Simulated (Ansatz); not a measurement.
# Beta-Sn (white tin) under PBE: convergence with the plane-wave cutoff, part 2 of 2

Aim: find which plane-wave cutoff is enough for energy and pressure. The geometry was relaxed under PBE beforehand and stays fixed; 9 values are run, from 150 to 800 eV. Wanted are the values from which on the energy stays within 10 and 1 meV/atom, and the pressure within 0.5 GPa, of the last run. Within the series other settings stay, but some runs also write fields, which adds to their time. Spin polarisation is left out.

Ansatz 0.2.0; DFT PBE, plane waves with PAW, scalar-relativistic. The steps go on from the part before.

### Step 7. Cutoff 350 eV

The run at 350 eV.

input.yaml

```yaml
crystal:
  lattice:
    - [-2.9773321013, 2.9790067394, 1.6030901642]
    - [2.9790067394, -2.9773321013, 1.6030901642]
    - [2.9770686044, 2.9770686044, -1.600020461]
  atoms:
    - { symbol: Sn, position: [2.31878e-05, 0.9999768122, 0.0] }
    - { symbol: Sn, position: [0.7499768122, 0.2500231878, 0.5] }
hamiltonian:
  xc: pbe
  pseudopotentials:
    kind: paw
    azcp:
      Sn: "pseudopotentials/Sn.paw.azcp"
basis:
  ecutwfc: 350
  fft_grid_basis: typed
kpoints:
  mp_grid: { grid: [11, 11, 8], shift: [0, 0, 0] }
magnetization:
  spin_polarized: false
scf:
  occupations: { method: fermi_dirac, width: 0.1 }
  lower_state_search: "off"
output:
  stress: true
```

The run is started by

```console
$ ansatz run input.yaml --threads 1 --pin off --max-ram 3584MiB --backend cpu --events-out ev --progress --plain --runs-dir out
```

The program printed (excerpt; [...] marks lines left out):

```text
Warning: basis.ecutwfc = 350 eV is below the records' recommended 420 eV, and the density's cutoff is lower with it unless basis.ecutrho_ratio is high enough to keep the records' density cutoff: compare with a run at a higher cutoff
[...]
Pseudopotentials: kind: paw
Pseudopotential: Sn, paw, valence charge 14, recommended cutoff 420 eV (normal), <dir>
Functional definition: PBE
[...]
Crystal: 2 atoms, lattice volume = 56.869 Å³
Basis set: ecut = 350 eV, 845 PW (Γ)
Bands: 18, of which v1, the nominal top of the filled ones, is band 14 counted from 1 (13 counted from 0)
Symmetry: 4 space group operations
Space group: C2/c (ITA 15), of the structure as read, at distance tolerance 3.8e-5 Å
k-points: 270 of 968
[...]
SCF iter   1: F=—  HF=-12048.361880 eV  |F-HF|=—  |Δ(HF+E_count)|=         —  Δρ=8.76e-4  dr2=2.83e-4  ethr=1.77e-3  ⟨swp⟩=5.6  Hψ=23815  notcnv=0
[...]
SCF iter   6: F=-12048.360659 eV  HF=-12048.360659 eV  |F-HF|=3.58e-10  |Δ(HF+E_count)|=   9.19e-8  Δρ=1.93e-6  dr2=1.25e-9  ethr=3.57e-10  ⟨swp⟩=4.8  Hψ=17829  notcnv=0
[...]
SCF converged after 6 iterations
Free energy (F): -12048.360659 eV
[...]
E sigma→0 (E₀):  -12048.345599 eV
Entropy (-TS):   -0.030119 eV (-15.060 meV/atom)
Fermi energy:    10.025145 eV
[...]
--- Stress (GPa, compression-positive) ---
        0.002940       0.001723       0.001810
        0.001723       0.002940       0.001810
        0.001810       0.001810       0.008370
  P = ⅓ Tr σ = 0.0047 GPa (0.047 kbar)
```

It took 13 s on 1 thread of Intel Xeon Platinum 8259CL at 2.50GHz (Skylake/Cascade Lake), shared host; peak memory 0.62 GiB.

### Step 8. Cutoff 420 eV

The run at 420 eV.

input.yaml, as its differences from that of step 7:

```diff
@@ -15,3 +15,3 @@
 basis:
-  ecutwfc: 350
+  ecutwfc: 420
   fft_grid_basis: typed
```

The run is started by

```console
$ ansatz run input.yaml --threads 1 --pin off --max-ram 3584MiB --backend cpu --events-out ev --progress --plain --runs-dir out
```

The program printed (excerpt; [...] marks lines left out):

```text
[...]
Pseudopotentials: kind: paw
Pseudopotential: Sn, paw, valence charge 14, recommended cutoff 420 eV (normal), <dir>
Functional definition: PBE
[...]
Crystal: 2 atoms, lattice volume = 56.869 Å³
Basis set: ecut = 420 eV, 1113 PW (Γ)
Bands: 18, of which v1, the nominal top of the filled ones, is band 14 counted from 1 (13 counted from 0)
Symmetry: 4 space group operations
Space group: C2/c (ITA 15), of the structure as read, at distance tolerance 3.8e-5 Å
k-points: 270 of 968
[...]
SCF iter   1: F=—  HF=-12048.366205 eV  |F-HF|=—  |Δ(HF+E_count)|=         —  Δρ=8.79e-4  dr2=2.85e-4  ethr=1.77e-3  ⟨swp⟩=5.6  Hψ=24250  notcnv=0
[...]
SCF iter   6: F=-12048.365007 eV  HF=-12048.365007 eV  |F-HF|=5.17e-10  |Δ(HF+E_count)|=   8.14e-8  Δρ=1.66e-6  dr2=9.67e-10  ethr=3.57e-10  ⟨swp⟩=4.9  Hψ=17931  notcnv=0
[...]
SCF converged after 6 iterations
Free energy (F): -12048.365007 eV
[...]
E sigma→0 (E₀):  -12048.349949 eV
Entropy (-TS):   -0.030116 eV (-15.058 meV/atom)
Fermi energy:    10.024352 eV
[...]
--- Stress (GPa, compression-positive) ---
       -0.001398       0.001957       0.001750
        0.001957      -0.001398       0.001750
        0.001750       0.001750      -0.018488
  P = ⅓ Tr σ = -0.0071 GPa (-0.071 kbar)
```

It took 20 s on 1 thread of Intel Xeon Platinum 8259CL at 2.50GHz (Skylake/Cascade Lake), shared host; peak memory 0.67 GiB.

### Step 9. Cutoff 500 eV

The run at 500 eV.

input.yaml, as its differences from that of step 8:

```diff
@@ -15,3 +15,3 @@
 basis:
-  ecutwfc: 420
+  ecutwfc: 500
   fft_grid_basis: typed
@@ -26 +26,5 @@
   stress: true
+  write_density: true
+  write_potential: true
+  elf: true
+  volumetric_format: npy
```

The run is started by

```console
$ ansatz run input.yaml --threads 1 --pin off --max-ram 3584MiB --backend cpu --events-out ev --progress --plain --runs-dir out
```

The program printed (excerpt; [...] marks lines left out):

```text
[...]
Pseudopotentials: kind: paw
Pseudopotential: Sn, paw, valence charge 14, recommended cutoff 420 eV (normal), <dir>
Functional definition: PBE
[...]
Crystal: 2 atoms, lattice volume = 56.869 Å³
Basis set: ecut = 500 eV, 1461 PW (Γ)
Bands: 18, of which v1, the nominal top of the filled ones, is band 14 counted from 1 (13 counted from 0)
Symmetry: 4 space group operations
Space group: C2/c (ITA 15), of the structure as read, at distance tolerance 3.8e-5 Å
k-points: 270 of 968
[...]
SCF iter   1: F=—  HF=-12048.367736 eV  |F-HF|=—  |Δ(HF+E_count)|=         —  Δρ=8.66e-4  dr2=2.79e-4  ethr=1.77e-3  ⟨swp⟩=5.6  Hψ=24332  notcnv=0
[...]
SCF iter   6: F=-12048.366586 eV  HF=-12048.366586 eV  |F-HF|=2.38e-10  |Δ(HF+E_count)|=   4.38e-8  Δρ=1.93e-6  dr2=1.37e-9  ethr=3.57e-10  ⟨swp⟩=9.9  Hψ=35248  notcnv=0
[...]
SCF converged after 6 iterations
Free energy (F): -12048.366586 eV
[...]
E sigma→0 (E₀):  -12048.351528 eV
Entropy (-TS):   -0.030116 eV (-15.058 meV/atom)
Fermi energy:    10.024094 eV
[...]
--- Stress (GPa, compression-positive) ---
       -0.005201       0.001990       0.001765
        0.001990      -0.005201       0.001765
        0.001765       0.001765      -0.022067
  P = ⅓ Tr σ = -0.0108 GPa (-0.108 kbar)
--- Band table (eV; the first three rows and the last of 270) ---
  k-point 0: bands = ["-11.5377", "-11.4771", "-11.4282", "-11.4275", "-11.2886", "-11.2884", "-11.2799", "-11.2797", "-11.2100", "-11.1136", "-0.7393", "6.1733", "8.1570", "8.1583", "13.0581", "15.9532", "15.9535", "16.7626"]
[...]
```

Run time: 24 s. Hardware: 1 thread of Intel Xeon Platinum 8259CL at 2.50GHz (Skylake/Cascade Lake), shared host; peak memory 0.73 GiB.

### Step 10. Cutoff 600 eV

The run at 600 eV.

input.yaml, as its differences from that of step 9:

```diff
@@ -15,3 +15,3 @@
 basis:
-  ecutwfc: 500
+  ecutwfc: 600
   fft_grid_basis: typed
@@ -26,5 +26 @@
   stress: true
-  write_density: true
-  write_potential: true
-  elf: true
-  volumetric_format: npy
```

The run is started by

```console
$ ansatz run input.yaml --threads 1 --pin off --max-ram 3584MiB --backend cpu --events-out ev --progress --plain --runs-dir out
```

The program printed (excerpt; [...] marks lines left out):

```text
[...]
Pseudopotentials: kind: paw
Pseudopotential: Sn, paw, valence charge 14, recommended cutoff 420 eV (normal), <dir>
Functional definition: PBE
[...]
Crystal: 2 atoms, lattice volume = 56.869 Å³
Basis set: ecut = 600 eV, 1883 PW (Γ)
Bands: 18, of which v1, the nominal top of the filled ones, is band 14 counted from 1 (13 counted from 0)
Symmetry: 4 space group operations
Space group: C2/c (ITA 15), of the structure as read, at distance tolerance 3.8e-5 Å
k-points: 270 of 968
[...]
SCF iter   1: F=—  HF=-12048.367890 eV  |F-HF|=—  |Δ(HF+E_count)|=         —  Δρ=8.68e-4  dr2=2.80e-4  ethr=1.77e-3  ⟨swp⟩=5.6  Hψ=24489  notcnv=0
[...]
SCF iter   6: F=-12048.366795 eV  HF=-12048.366795 eV  |F-HF|=6.44e-10  |Δ(HF+E_count)|=   7.98e-8  Δρ=1.63e-6  dr2=1.03e-9  ethr=3.57e-10  ⟨swp⟩=4.9  Hψ=18032  notcnv=0
[...]
SCF converged after 6 iterations
Free energy (F): -12048.366795 eV
[...]
E sigma→0 (E₀):  -12048.351737 eV
Entropy (-TS):   -0.030116 eV (-15.058 meV/atom)
Fermi energy:    10.024097 eV
[...]
--- Stress (GPa, compression-positive) ---
       -0.005897       0.001997       0.001767
        0.001997      -0.005897       0.001767
        0.001767       0.001767      -0.023309
  P = ⅓ Tr σ = -0.0117 GPa (-0.117 kbar)
```

It took 24 s on 1 thread of Intel Xeon Platinum 8259CL at 2.50GHz (Skylake/Cascade Lake), shared host; peak memory 0.81 GiB.

### Step 11. Cutoff 800 eV

The run at 800 eV.

input.yaml, as its differences from that of step 10:

```diff
@@ -15,3 +15,3 @@
 basis:
-  ecutwfc: 600
+  ecutwfc: 800
   fft_grid_basis: typed
```

The run is started by

```console
$ ansatz run input.yaml --threads 1 --pin off --max-ram 3584MiB --backend cpu --events-out ev --progress --plain --runs-dir out
```

The program printed (excerpt; [...] marks lines left out):

```text
[...]
Pseudopotentials: kind: paw
Pseudopotential: Sn, paw, valence charge 14, recommended cutoff 420 eV (normal), <dir>
Functional definition: PBE
[...]
Crystal: 2 atoms, lattice volume = 56.869 Å³
Basis set: ecut = 800 eV, 2979 PW (Γ)
Bands: 18, of which v1, the nominal top of the filled ones, is band 14 counted from 1 (13 counted from 0)
Symmetry: 4 space group operations
Space group: C2/c (ITA 15), of the structure as read, at distance tolerance 3.8e-5 Å
k-points: 270 of 968
[...]
SCF iter   1: F=—  HF=-12048.367917 eV  |F-HF|=—  |Δ(HF+E_count)|=         —  Δρ=8.73e-4  dr2=2.84e-4  ethr=1.77e-3  ⟨swp⟩=5.8  Hψ=25387  notcnv=0
[...]
SCF iter   6: F=-12048.366907 eV  HF=-12048.366907 eV  |F-HF|=1.10e-9  |Δ(HF+E_count)|=   1.72e-7  Δρ=1.92e-6  dr2=2.23e-9  ethr=3.57e-10  ⟨swp⟩=5.0  Hψ=18361  notcnv=0
[...]
SCF converged after 6 iterations
Free energy (F): -12048.366907 eV
[...]
E sigma→0 (E₀):  -12048.351849 eV
Entropy (-TS):   -0.030116 eV (-15.058 meV/atom)
Fermi energy:    10.024084 eV
[...]
--- Stress (GPa, compression-positive) ---
       -0.006090       0.001987       0.001769
        0.001987      -0.006090       0.001769
        0.001769       0.001769      -0.023663
  P = ⅓ Tr σ = -0.0119 GPa (-0.119 kbar)
```

It took 45 s on 1 thread of Intel Xeon Platinum 8259CL at 2.50GHz (Skylake/Cascade Lake), shared host; peak memory 0.96 GiB.

### Step 12. Convergence table

Differences are taken from the run at 800 eV.

```
cutoff (eV)  plane waves at Γ  E(σ → 0) (meV/atom)  P (GPa)  SCF cycles  CPU time
        150               243             40069.46     0.67           7     7.8 s
        200               351              5104.90     1.33           7     6.2 s
        250               509               517.87     0.70           6       9 s
        300               673                36.31     0.00           7      11 s
        350               845                 3.12     0.00           6      13 s
        420              1113                 0.95    -0.01           6      20 s
        500              1461                 0.16    -0.01           6      24 s
        600              1883                 0.06    -0.01           6      24 s
        800              2979                 0.00    -0.01           6      45 s
```

### Step 13. Summary of results

The summary covers parts 1 to 2.

| quantity | value |
| --- | --- |
| E(σ → 0) stays within 10 meV/atom of 800 eV | from 350 eV on |
| E(σ → 0) stays within 1 meV/atom | from 420 eV on |
| pressure stays within 0.5 GPa | from 300 eV on |
| pressure at 800 eV | -0.01 GPa |
| CPU time, dearest over cheapest | 7.4 |
| run at the usual settings (mesh 18×18×12 against the series' 11×11×8, 420 eV) | +5.7 meV/atom from 800 eV, 0.00 GPa |

What this shows: At 150 eV the energy differs by +40069 meV/atom and the pressure by +0.7 GPa. Each step up in cutoff lowers the energy. Total energies within 1 meV/atom need 420 eV; differences between like structures often settle sooner. The cell taken over is 5 % larger than the measured one (27.05 Å³/atom, COD).
